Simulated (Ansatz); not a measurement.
Crystal: BN.

```
N B
1.0
     2.55394    0.00000    0.00000
    -1.27697    2.21178    0.00000
     0.00000    0.00000    4.22685
N B
2 2
Direct
  0.33333 0.66667 0.12528
  0.66667 0.33333 0.62528
  0.33333 0.66667 0.49972
  0.66667 0.33333 0.99972
```

Measurements of this composition are mostly on another form, of space group No. 194.

A run of Ansatz 0.2.0 on this cell left the log below. Logs are shortened: lines on timing, memory, paths and dates and some standing lists are left out, and cuts for length are marked.

```text
Warning: RAYON_NUM_THREADS=2 ignored (pool sized by the plan → 2); use --threads N
Engine: ansatz 0.2.0, x86_64-unknown-linux-gnu
Pseudopotentials: kind: paw
Pseudopotential: N, paw, valence charge 5, recommended cutoff 420 eV (normal), N.paw.azcp
Pseudopotential: B, paw, valence charge 3, recommended cutoff 420 eV (normal), B.paw.azcp
Functional definition: PBE
  parameter kappa = 0.804
  parameter beta = 0.06672455060314922
  exchange = pbe_x(kappa = kappa, mu = beta*pi^2/3)
  correlation = pbe_c(beta = beta)
Crystal: 4 atoms, lattice volume = 23.876 Å³
Basis set: ecut = 420 eV, 465 PW (Γ), exchange–correlation on 36×36×60 points (8 copies of the dense FFT grid, shifted against one another)
Bands: 12, of which v1, the nominal top of the filled ones, is band 8 counted from 1 (7 counted from 0)
Symmetry: 12 space group operations
Space group: P63mc (ITA 186), of the structure as read, at distance tolerance 2.9e-5 Å
k-points: 76 of 864 (time reversal used)
Non-local potential: N, projectors of the file, l = 0: 2, l = 1: 2, l = 2: 1
Non-local potential: B, projectors of the file, l = 0: 2, l = 1: 2, l = 2: 1
PAW form: soft (Blöchl's): semilocal exchange-correlation on the pseudo side does not see the compensation charge
PAW one-centre angular grid: N, 110 points (default); XC on 64 Gauss nodes
PAW one-centre angular grid: B, 110 points (default); XC on 64 Gauss nodes
Initial density: superposition of atomic densities (neutral atoms: chi_scale 0, normalization atom), corrected by the library's trained network
Initial wavefunctions: pseudopotential atomic-orbital guess
Functional: x = pbe(κ = 0.804, μ = 0.2195149727645171), c = pbe(β = 0.06672455060314922)
SCF iter   1: F=—  HF=-1084.482538 eV  |F-HF|=—  |Δ(HF+E_count)|=         —  Δρ=2.71e-3  dr2=9.04e-4  ethr=1.77e-3  ⟨swp⟩=5.3  Hψ=5077  notcnv=0
preconditioner: auto → none  [insulator: Δε(μ)=5.198 eV  Ē_g=17.516 eV  σ=0.023 eV  W_gap=1.00  n_scr=2 (ndim 8)  ℏωp=30.4 eV  f_vac=0.000  D(μ)=0.00/eV (n_scr^D=0)  ε∞_Penn≈4.0]
SCF iter   2: F=—  HF=-1084.482700 eV  |F-HF|=—  |Δ(HF+E_count)|=   1.63e-4  Δρ=9.69e-4  dr2=1.10e-4  ethr=5.65e-6  ⟨swp⟩=2.3  Hψ=2307  notcnv=0
SCF iter   3: F=—  HF=-1084.482805 eV  |F-HF|=—  |Δ(HF+E_count)|=   1.04e-4  Δρ=4.77e-4  dr2=1.62e-5  ethr=6.86e-7  ⟨swp⟩=2.9  Hψ=1642  notcnv=0
SCF iter   4: F=—  HF=-1084.482853 eV  |F-HF|=—  |Δ(HF+E_count)|=   4.82e-5  Δρ=1.10e-4  dr2=9.09e-7  ethr=1.01e-7  ⟨swp⟩=2.5  Hψ=1497  notcnv=0
iter 5 did not close the SCF: its close was put off for the readings that it lacked (scf_convergence_deferred on its scf_iter line)
SCF iter   5: F=-1084.482856 eV  HF=-1084.482856 eV  |F-HF|=4.70e-8  |Δ(HF+E_count)|=   2.98e-6  Δρ=1.38e-5  dr2=1.39e-8  ethr=5.68e-9  ⟨swp⟩=2.1  Hψ=1501  notcnv=0
SCF iter   6: F=-1084.482856 eV  HF=-1084.482856 eV  |F-HF|=2.44e-10  |Δ(HF+E_count)|=   5.10e-8  Δρ=1.10e-6  dr2=1.17e-10  ethr=8.70e-11  ⟨swp⟩=1.8  Hψ=2874  notcnv=0
SCF 1 converged in 6 iterations: F = -1084.482856 eV  dr2 = 1.17e-10
  greatest PAW one-centre occupation: 0.787 electrons in one spin orbital (limit 2), on the N atom at site 1 (counted from 0), in its partial waves of l = 0
SCF converged after 6 iterations
Free energy (F): -1084.482856 eV
Harris-Foulkes:  -1084.482856 eV  (|F-HF|=2.44e-10)
Internal energy: -1084.482856 eV  (E = F + TS)
E sigma→0 (E₀):  -1084.482856 eV
Fermi energy:    13.774778 eV
--- Per-component energies (eV) ---
  E_band       = 51.035231
  E_kinetic    = 370.139733
  E_local      = -354.553945  (includes V_loc(G=0)·N_el)
  E_nonlocal   = 113.040334
  E_hartree    = 99.650813
  E_xc         = -186.642775
  E_vxc        = -232.134252  (∫ρ·V_xc dr)
  E_paw        = -412.785774  (= ΣΔE_a)
  E_vpaw       = -44.758485  (= ΣTr[D̂ρ^β])
  E_aug_tail   = 0.000203  (compensation charges beyond the density's cutoff)
  E_ewald      = -713.331445
  E_smearing   = -0.000000  (= −TS)
  E_closure    = 0.000000  (closes the sum)
  Σ components = -1084.482856   (vs F -1084.482856, Δ=0.00e0)
--- Forces (eV/Å), atoms counted from 1 ---
  atom   1  N      0.00000000     0.00000000    -0.01631325
  atom   2  N     -0.00000000    -0.00000000    -0.01631325
  atom   3  B     -0.00000000    -0.00000000     0.01631185
  atom   4  B      0.00000000     0.00000000     0.01631185
  max |Σ_I F_I| component: 2.81e-6 eV/Å
--- Stress (GPa, compression-positive) ---
        0.197662      -0.000000       0.000000
       -0.000000       0.197662       0.000000
        0.000000       0.000000      -0.523422
  P = ⅓ Tr σ = -0.0427 GPa (-0.427 kbar)
--- Band table (eV; the first three rows and the last of 76) ---
  k-point 0: bands = ["-9.1217", "-5.0199", "0.3423", "9.0698", "9.0698", "10.8945", "11.1679", "11.1679", "19.5147", "19.5147", "19.7035", "20.5774"]
  k-point 1: bands = ["-8.9571", "-5.5757", "1.1899", "9.1858", "9.1858", "10.0034", "10.9938", "10.9938", "19.7125", "19.7125", "20.0791", "20.5767"]
  k-point 2: bands = ["-8.4687", "-6.6527", "3.1212", "7.9338", "9.5169", "9.5169", "10.5500", "10.5500", "20.2614", "20.2614", "20.4869", "20.5784"]
  k-point 75: bands = ["-3.7313", "-3.7313", "2.3982", "2.3982", "3.5220", "3.5220", "8.1576", "8.1576", "20.4170", "20.4170", "21.3126", "21.3126"]
```

Task: What input gives this log?

Result: Single point with PBE, no spin polarisation. The files as run (others can give the same):

input.yaml
```yaml
crystal:
  lattice:
    - [2.5539396017, 0.0, 0.0]
    - [-1.2769698009, 2.2117765748, 0.0]
    - [0.0, 0.0, 4.226855]
  atoms:
    - { symbol: "N", position: [0.3333333333, 0.6666666667, 0.125276] }
    - { symbol: "N", position: [0.6666666667, 0.3333333333, 0.625276] }
    - { symbol: B, position: [0.3333333333, 0.6666666667, 0.499724] }
    - { symbol: B, position: [0.6666666667, 0.3333333333, 0.999724] }
hamiltonian:
  xc: pbe
  pseudopotentials: { kind: paw }
kpoints:
  mp_grid: { grid: [12, 12, 6] }
scf:
  occupations: { method: gaussian, width: 0.023 }
output:
  forces: true
  stress: true
  eigenvalues: true
```

Potentials or basis: Ansatz PAW.
Launch:
```console
$ ansatz run input.yaml --threads 2 --pin off --max-ram 5632MiB --backend cpu --events-out ev --progress --plain --runs-dir out
```

Caveat: the pressure holds a Pulay correction of +1.1 GPa for the finite cutoff.
